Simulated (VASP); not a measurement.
# Ag2O (Pn-3m) in VASP: notebook

The runs below take Ag2O through relaxation of cell and atoms, with vdW-DF-cx, rev-vdW-DF2, PBEsol.

All numbers are computed with VASP 6.6.1; they aren't measurements. Logs are shortened: lines on timing, memory, paths and dates and some standing lists are left out, and cuts for length are marked.

### Step 1. The structure

It takes space group Pn-3m (No. 224, cubic). The conventional cell has a = 4.718 Å, b = 4.718 Å, c = 4.718 Å, α = 90.00°, β = 90.00°, γ = 90.00°. Around Ag (site symmetry -3m) lie 2 O at 2.04 Å. Around O (site symmetry -43m) lie 4 Ag at 2.04 Å.

### Step 2. Relaxation of cell and atoms, vdW-DF-cx

The input, INCAR:

```
SYSTEM = Ag2O
  PREC = Accurate
  ENCUT = 600
  EDIFF = 1E-7
  ISMEAR = -1
  SIGMA = 0.05
  LREAL = .FALSE.
  LASPH = .TRUE.
  NELM = 60
  ALGO = Normal
  ISIF = 3
  LWAVE = .FALSE.
  LCHARG = .FALSE.
  GGA = CX
  LUSE_VDW = .TRUE.
  AGGAC = 0.0
  IBRION = 2
  NSW = 60
  EDIFFG = -0.01
```

The input, KPOINTS:

```
regular mesh
0
G
  5 5 5
  0 0 0
```

The input, POSCAR:

```
Ag2O
1.0
    4.7180000000      0.0000000000      0.0000000000
    0.0000000000      4.7180000000      0.0000000000
    0.0000000000      0.0000000000      4.7180000000
Ag O
4 2
Direct
    0.7500000000      0.2500000000      0.7500000000
    0.7500000000      0.7500000000      0.2500000000
    0.2500000000      0.7500000000      0.7500000000
    0.2500000000      0.2500000000      0.2500000000
    0.5000000000      0.5000000000      0.5000000000
    0.0000000000      0.0000000000      0.0000000000
```

Potentials or basis: VASP PAW PBE potentials, release 64 (Ag, O).

The run is started by

```sh
cat potpaw_PBE.64/Ag/POTCAR potpaw_PBE.64/O/POTCAR > POTCAR
mpirun -np 1 vasp_std > vasp.out
```

OUTCAR:

```text
SYSTEM = Ag2O
   PREC = Accurate
   ENCUT = 600
   EDIFF = 1E-7
   ISMEAR = -1
   LREAL = .FALSE.
   LASPH = .TRUE.
   NELM = 60
   ISIF = 3
   GGA = CX
   IBRION = 2
   NSW = 60
   EDIFFG = -0.01

 ion  position               nearest neighbor table
   1  0.750  0.250  0.750-   5 2.04   6 2.04   4 3.34   2 3.34   3 3.34   2 3.34   4 3.34   2 3.34
                             3 3.34   2 3.34   3 3.34   4 3.34   4 3.34   3 3.34
   2  0.750  0.750  0.250-   5 2.04   6 2.04   4 3.34   1 3.34   3 3.34   1 3.34   3 3.34   1 3.34
                             4 3.34   1 3.34   3 3.34   4 3.34   3 3.34   4 3.34
   3  0.250  0.750  0.750-   5 2.04   6 2.04   4 3.34   1 3.34   2 3.34   2 3.34   4 3.34   1 3.34
                             4 3.34   4 3.34   1 3.34   2 3.34   2 3.34   1 3.34
   4  0.250  0.250  0.250-   5 2.04   6 2.04   3 3.34   1 3.34   2 3.34   1 3.34   3 3.34   2 3.34
                             3 3.34   3 3.34   1 3.34   2 3.34   1 3.34   2 3.34
   5  0.500  0.500  0.500-   1 2.04   2 2.04   3 2.04   4 2.04
   6  0.000  0.000  0.000-   1 2.04   2 2.04   3 2.04   4 2.04

  LATTYP: Found a simple cubic cell.
 ALAT       =     4.7180000000

  Lattice vectors:

 A1 = (   4.7180000000,   0.0000000000,   0.0000000000)
 A2 = (   0.0000000000,   4.7180000000,   0.0000000000)
 A3 = (   0.0000000000,   0.0000000000,   4.7180000000)

Analysis of symmetry for initial positions (statically):
=====================================================================
 Subroutine PRICEL returns:
 Original cell was already a primitive cell.

 Routine SETGRP: Setting up the symmetry group for a
 simple cubic supercell.

 Subroutine GETGRP returns: Found 48 space group operations
 (whereof 24 operations were pure point group operations)
 out of a pool of 48 trial point group operations.

The static configuration has the point symmetry T_d .
 The point group associated with its full space group is O_h .

Analysis of symmetry for dynamics (positions and initial velocities):
=====================================================================
 Subroutine PRICEL returns:
 Original cell was already a primitive cell.

 Routine SETGRP: Setting up the symmetry group for a
 simple cubic supercell.

 Subroutine GETGRP returns: Found 48 space group operations
 (whereof 24 operations were pure point group operations)
 out of a pool of 48 trial point group operations.

The dynamic configuration has the point symmetry T_d .
 The point group associated with its full space group is O_h .

 Subroutine INISYM returns: Found 48 space group operations
 (whereof 24 operations are pure point group operations),
 and found     1 'primitive' translations

----------------------------------------------------------------------------------------

                                     Primitive cell

  volume of cell :     105.0204

  direct lattice vectors                    reciprocal lattice vectors
     4.718000000  0.000000000  0.000000000     0.211954218  0.000000000  0.000000000
     0.000000000  4.718000000  0.000000000     0.000000000  0.211954218  0.000000000
     0.000000000  0.000000000  4.718000000     0.000000000  0.000000000  0.211954218

  length of vectors
     4.718000000  4.718000000  4.718000000     0.211954218  0.211954218  0.211954218

  position of ions in fractional coordinates (direct lattice)
     0.750000000  0.250000000  0.750000000
     0.750000000  0.750000000  0.250000000
     0.250000000  0.750000000  0.750000000
     0.250000000  0.250000000  0.250000000
     0.500000000  0.500000000  0.500000000
     0.000000000  0.000000000  0.000000000

  ion indices of the primitive-cell ions
   primitive index   ion index
                 1           1
                 2           2
                 3           3
                 4           4
                 5           5
                 6           6

----------------------------------------------------------------------------------------

 KPOINTS: regular mesh

Automatic generation of k-mesh.
 Grid dimensions read from file:
 generate k-points for:    5    5    5

 Generating k-lattice:

  Cartesian coordinates                     Fractional coordinates (reciprocal lattice)
     0.042390844  0.000000000  0.000000000     0.200000000  0.000000000  0.000000000
     0.000000000  0.042390844  0.000000000     0.000000000  0.200000000  0.000000000
     0.000000000  0.000000000  0.042390844     0.000000000  0.000000000  0.200000000

  Length of vectors
[... 29 lines left out ...]
   NGXF,Y,Z  is equivalent  to a cutoff of  28.19, 28.19, 28.19 a.u.
 SYSTEM =  Ag2O
   PREC   = accura    normal or accurate (medium, high low for compatibility)
   ISTART =      0    job   : 0-new  1-cont  2-samecut
   ICHARG =      2    charge: 1-file 2-atom 10-const
   ISPIN  =      1    spin polarized calculation?
   LNONCOLLINEAR =      F non collinear calculations
   LSORBIT =      F    spin-orbit coupling
   LASPH  =      T    aspherical Exc in radial PAW
   ENCUT  =  600.0 eV  44.10 Ry    6.64 a.u.   9.42  9.42  9.42*2*pi/ulx,y,z
   NELM   =     60;   NELMIN=  2; NELMDL= -5     # of ELM steps
   EDIFF  = 0.1E-06   stopping-criterion for ELM
   LREAL  =      F    real-space projection
   EDIFFG = -.1E-01   stopping-criterion for IOM
   NSW    =     60    number of steps for IOM
   IBRION =      2    ionic relax: 0-MD 1-quasi-New 2-CG
   NFREE  =      1    steps in history (QN), initial steepest desc. (CG)
   ISIF   =      3    stress and relaxation
   ISYM   =      2    0-nonsym 1-usesym 2-fastsym
   POTIM  = 0.5000    time-step for ionic-motion
   TEBEG  =    0.0;   TEEND  =   0.0 temperature during run
   PSTRESS=    0.0 pullay stress
   NELECT =      56.0000    total number of electrons
   NUPDOWN=      -1.0000    fix difference up-down
   EMIN   =  10.00;   EMAX   =-10.00  energy-range for DOS
   EFERMI =   0.00;   METHOD = LEGACY
   ISMEAR =    -1;   SIGMA  =   0.05  broadening in eV -4-tet -1-fermi 0-gaus
   EFERMI_NEDOS =   21; number of points for ismear=-14 and -15
   IALGO  =     38    algorithm
   IMIX   =      4    mixing-type and parameters
     AMIX     =   0.40;   BMIX     =  1.00
     AMIX_MAG =   1.60;   BMIX_MAG =  1.00
  volume/ion in A,a.u.               =      17.50       118.12
  Fermi-wavevector in a.u.,A,eV,Ry     =   1.327536  2.508679 23.978245  1.762351
  Thomas-Fermi vector in A             =   2.456841
   LORBIT       =      0    0 simple, 1 ext, 2 COOP (PROOUT), +10 PAW based schemes
   GGA     = CX    functional components
   LHFCALC =     F    Hartree Fock is set to
   AEXX    =    0.0000 exact exchange contribution
   IVDW_NL    =     1    kernel type
   BPARAM     = 6.3000
   IVDW    =     0    specifies the selected vdW correction
   LEPSILON=     F    determine dielectric tensor
   LRPA    =     F    only Hartree local field effects (RPA)
 conjugate gradient relaxation of ions
 non-spin polarized calculation
  energy-cutoff  :      600.00
  volume of cell :      105.02
 maximum number of plane-waves:      3524
 NGX is ok and might be reduce to    40
   NGX = 19   NGY = 19   NGZ = 19

--------------------------------------- Ionic step        1  -------------------------------------------

 number of electron      56.0000025 magnetization

 Free energy of the ion-electron system (eV)
  ---------------------------------------------------
  ext. energy  EPLUGINS =         0.00000000
  ---------------------------------------------------
  free energy    TOTEN  =        -6.37940801 eV

  energy without entropy =       -6.37696157  energy(sigma->0) =       -6.37818479

------------------------ aborting loop because EDIFF is reached ----------------------------------------

  FORCE on cell =-STRESS in cart. coord.  units (eV):
  Direction    XX          YY          ZZ          XY          YZ          ZX
  --------------------------------------------------------------------------------------
  -------------------------------------------------------------------------------------
  Total        0.1031849      0.1031849      0.1031849     -0.0000000     -0.0000000      0.0000000
  in kB        1.5741748      1.5741748      1.5741748     -0.0000000     -0.0000000      0.0000000
  external PRESSURE =       1.5741748 kB  Pullay stress =       0.0000000 kB

 VOLUME and BASIS-vectors are now :
 -----------------------------------------------------------------------------
  energy-cutoff  :      600.00
  volume of cell :      105.02
      direct lattice vectors                 reciprocal lattice vectors
     4.718000000  0.000000000  0.000000000     0.211954218  0.000000000  0.000000000
     0.000000000  4.718000000  0.000000000     0.000000000  0.211954218  0.000000000
     0.000000000  0.000000000  4.718000000     0.000000000  0.000000000  0.211954218

 POSITION                                       TOTAL-FORCE (eV/Angst)
 -----------------------------------------------------------------------------------
      3.53850      1.17950      3.53850        -0.000000     -0.000000      0.000000
      3.53850      3.53850      1.17950         0.000000     -0.000000     -0.000000
      1.17950      3.53850      3.53850         0.000000      0.000000     -0.000000
      1.17950      1.17950      1.17950        -0.000000      0.000000      0.000000
      2.35900      2.35900      2.35900         0.000000     -0.000000      0.000000
      0.00000      0.00000      0.00000         0.000000     -0.000000      0.000000
 -----------------------------------------------------------------------------------
    total drift:                                0.000000     -0.000000     -0.000000

  FREE ENERGIE OF THE ION-ELECTRON SYSTEM (eV)
  ---------------------------------------------------
  free  energy   TOTEN  =        -6.3794080098 eV

  energy  without entropy=       -6.3769615669  energy(sigma->0) =       -6.37818479

Total vdW correction in eV:     12.1650828

--------------------------------------- Ionic step        2  -------------------------------------------

 number of electron      56.0000022 magnetization

 Free energy of the ion-electron system (eV)
  ---------------------------------------------------
  ext. energy  EPLUGINS =         0.00000000
  ---------------------------------------------------
  free energy    TOTEN  =        -6.37949599 eV

  energy without entropy =       -6.37702503  energy(sigma->0) =       -6.37826051

 E-fermi :   4.5933     XC(G=0): -10.6989

 val. band max:        4.5540693051   @ k =   0.0000   0.0000   0.0000
 cond. band min:       5.0092266154   @ k =   0.2000   0.0000   0.0000
 fundamental gap:      0.4551573103
 Fermi energy:         4.5933484283

 k-point     1 :       0.0000    0.0000    0.0000
  band No.  band energies     occupation
      1     -14.3087      2.00000
      2     -13.6117      2.00000
      3      -2.3728      2.00000
      4      -2.3728      2.00000
      5      -2.3728      2.00000
      6      -0.1561      2.00000
[... 349 lines left out ...]
     32       8.7352      0.00000
     33       9.3745      0.00000

------------------------ aborting loop because EDIFF is reached ----------------------------------------

  FORCE on cell =-STRESS in cart. coord.  units (eV):
  Direction    XX          YY          ZZ          XY          YZ          ZX
  --------------------------------------------------------------------------------------
  -------------------------------------------------------------------------------------
  Total       -0.0342454     -0.0342454     -0.0342454      0.0000000     -0.0000000     -0.0000000
  in kB       -0.5211455     -0.5211455     -0.5211455      0.0000000     -0.0000000     -0.0000000
  external PRESSURE =      -0.5211455 kB  Pullay stress =       0.0000000 kB

 VOLUME and BASIS-vectors are now :
 -----------------------------------------------------------------------------
  energy-cutoff  :      600.00
  volume of cell :      105.28
      direct lattice vectors                 reciprocal lattice vectors
     4.721914299 -0.000000000  0.000000000     0.211778515  0.000000000 -0.000000000
    -0.000000000  4.721914299  0.000000000     0.000000000  0.211778515  0.000000000
     0.000000000 -0.000000000  4.721914299    -0.000000000 -0.000000000  0.211778515

 POSITION                                       TOTAL-FORCE (eV/Angst)
 -----------------------------------------------------------------------------------
      3.54144      1.18048      3.54144        -0.000000     -0.000000      0.000000
      3.54144      3.54144      1.18048         0.000000     -0.000000      0.000000
      1.18048      3.54144      3.54144         0.000000      0.000000     -0.000000
      1.18048      1.18048      1.18048        -0.000000      0.000000     -0.000000
      2.36096      2.36096      2.36096         0.000000     -0.000000     -0.000000
     -0.00000      4.72191      0.00000        -0.000000      0.000000     -0.000000
 -----------------------------------------------------------------------------------
    total drift:                                0.000000      0.000000     -0.000000

  FREE ENERGIE OF THE ION-ELECTRON SYSTEM (eV)
  ---------------------------------------------------
  free  energy   TOTEN  =        -6.3794959921 eV

  energy  without entropy=       -6.3770250302  energy(sigma->0) =       -6.37826051

Total vdW correction in eV:     12.1762198

 reached required accuracy - stopping structural energy minimisation
```

Run time: 2.9 min. Hardware: 1 thread of Intel Xeon Platinum 8488C (Sapphire Rapids), shared host; peak memory 0.59 GiB.

What came out:

- Free energy: -6.3795 eV
- Relaxed volume: 17.55 Å³/atom
- Relaxed cell: a = 4.722 Å, b = 4.722 Å, c = 4.722 Å, α = 90.00°, β = 90.00°, γ = 90.00°
- Space group after relaxing (to 0.05 Å): Pn-3m (No. 224)
- Energy gained by relaxing: 0.0 meV/atom
- Ionic steps: 2
- Pressure after relaxing: -0.1 GPa
- Band gap on the k mesh: none (metal or under the smearing width)

Final structure:
```xyz
6
Lattice="4.7219 0.0000 0.0000 0.0000 4.7219 0.0000 0.0000 0.0000 4.7219" Properties=species:S:1:pos:R:3 pbc="T T T"
Ag    3.5414    1.1805    3.5414
Ag    3.5414    3.5414    1.1805
Ag    1.1805    3.5414    3.5414
Ag    1.1805    1.1805    1.1805
O     2.3610    2.3610    2.3610
O     0.0000    4.7219    0.0000
```

Caveat: the PAW data sets were made with another functional, which shifts forces and pressure a little.

(Part 1 of 2 ends here.)
